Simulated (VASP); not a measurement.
# TaC: relaxation of cell and atoms with PBE+D3(BJ)

Crystal: TaC.

```xyz
2
Lattice="0.0000 2.2237 2.2237 2.2237 0.0000 2.2237 2.2237 2.2237 0.0000" Properties=species:S:1:pos:R:3 pbc="T T T"
Ta    0.0000    0.0000    0.0000
C     2.2237    2.2237    2.2237
```

```json
{"Program": "VASP 6.6.1", "Task": "relaxation of cell and atoms", "Functional": "PBE", "Dispersion": "D3(BJ)", "Potentials or basis": "VASP PAW PBE potentials, release 64 (Ta_pv, C)", "Cutoff": "600 eV", "k mesh": "14 × 14 × 14", "Occupations": "methfessel-paxton, width 0.1 eV", "Spin": "no spin polarisation", "Further INCAR settings": "ALGO = Normal; EDIFF = 1e-07; IBRION = 2; EDIFFG = -0.005; NSW = 90; ISIF = 3"}
```

| Quantity | Value |
| --- | --- |
| Pressure after relaxing | 0.0 GPa |
| Band gap on the k mesh | none (metal or under the smearing width) |
| Dispersion energy per atom | -0.462 eV |

Final structure:
```
Ta C
1.0
     0.00000    2.22367    2.22367
     2.22367    0.00000    2.22367
     2.22367    2.22367    0.00000
Ta C
1 1
Cartesian
  0.0000 0.0000 0.0000
  2.2237 2.2237 2.2237
```

Levels at points of the mesh, in eV from the Fermi level:
| k point | band 6 | band 7 | band 8 | band 9 | band 10 | band 11 |
| --- | --- | --- | --- | --- | --- | --- |
| (0.00, 0.00, 0.00) | -1.44 | -1.44 | -0.59 | -0.59 | -0.59 | 0.57 |
| (0.50, 0.00, 0.00) | -5.61 | -5.61 | 2.65 | 2.65 | 3.64 | 5.32 |
| (0.50, 0.50, 0.00) | -4.67 | -1.88 | -1.88 | 2.54 | 4.04 | 4.04 |

Run time: 33 s on 1 thread of Intel(R) Xeon(R) Platinum 8259CL CPU @ 2.50GHz (Skylake/Cascade Lake) (shared host), peak memory 0.19 GiB.

Caveat: the relaxation stopped at its first step, so nothing moved; pairwise dispersion overbinds metals, which lowers pressure and volume. The run has no spin-orbit coupling, so splittings on Ta are missing.
